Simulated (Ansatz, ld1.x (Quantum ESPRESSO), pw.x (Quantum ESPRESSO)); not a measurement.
## From atom to crystal: RRKJ potential for strontium

ld1.x (Quantum ESPRESSO) 7.5 input, shortened:

```
&input
   title='Sr', zed=38., rel=1, dft='PBE', iswitch=3,
   config='[Kr] 4d0 5s1.5 5p0'
 /
 &inputp
   pseudotype=2, tm=.false., rho0=0.02, lloc=0,
   nlcc=.false.
 /
3
5P  2  1   0.00   0.00  4.32  4.32  0.0
4D  3  2   0.00   0.00  4.38  4.38  0.0
5S  1  0   1.50   0.00  3.98  3.98  0.0
 &test
   configts(1)='4d0 5s1.5 5p0'
 /
```

Atomic tests: cutoffs needed: 6 Ry and 8 Ry (the cutoffs (Ry, on a coarse ladder) from which the occupation-weighted sum of valence levels, in a spherical-Bessel basis at the reference potential, stays within 10 and 1 mRy of its value at 400 Ry); ghost test: no extra level below or beside the all-electron valence levels (p, d, s, f tested) (spherical-Bessel basis up to 400 Ry, 20 bohr box); largest excitation error: +354 meV (all-electron minus pseudo) for 4d1 5s0 5p0, out of 7 test configurations.

Crystal test: bcc Sr in pw.x 7.5, no spin, 10³ k-points, Fermi–Dirac smearing 0.01 Ry, cutoffs 35/140 Ry. The reference is all-electron LAPW (Ansatz 0.2.0) with the same functional, mesh and smearing; V0 and B0 come from Birch–Murnaghan fits to the pressures at five volumes. Errors are pseudo minus all-electron; Δ is the rms difference of the E(V) curves that follow from these fits, minima aligned, over ±6 % about the mean V0. Mesh and smearing are coarse, so the numbers serve the comparison and aren't converged zero-temperature values; the lattice is a test structure that the element need not adopt.

All-electron: a0 = 4.780 Å (V0 = 54.61 Å³/atom), B0 = 11.4 GPa.

**Question.** How far does the potential miss the all-electron equation of state?

**Answer.** mean pressure error (GPa): -0.31; a0 (Å): 4.729; a0 error (%): -1.07; B0 error (%): -15.8; Δ (meV/atom): 4.1. The largest radius (4.38 bohr) exceeds half the bond length (3.91 bohr), so the spheres overlap, which is one possible source of error among others. This is a poor potential for the solid.

```csv
V (Å³/atom),P all-electron (GPa),P pseudo (GPa)
51.857,0.64,0.19
53.221,0.31,-0.06
54.586,0.01,-0.29
55.951,-0.27,-0.50
57.315,-0.51,-0.69
```

**Question.** At the middle volume, how do free energy and pressure move when the wave cutoff is lowered (ecutrho kept at four times it)?

**Answer.**

```json
{"cutoff (Ry)": "16", "shift of F (meV/atom)": "+0.3", "shift of P (GPa)": "+0.00"}
{"cutoff (Ry)": "21", "shift of F (meV/atom)": "+0.1", "shift of P (GPa)": "-0.00"}
{"cutoff (Ry)": "28", "shift of F (meV/atom)": "+0.0", "shift of P (GPa)": "+0.00"}
```

The run at the middle volume (47 k-points, 7 iterations) took about 4.2 s on one core of a shared host (Neoverse-V2, 96 threads, 742 GiB, load 62).
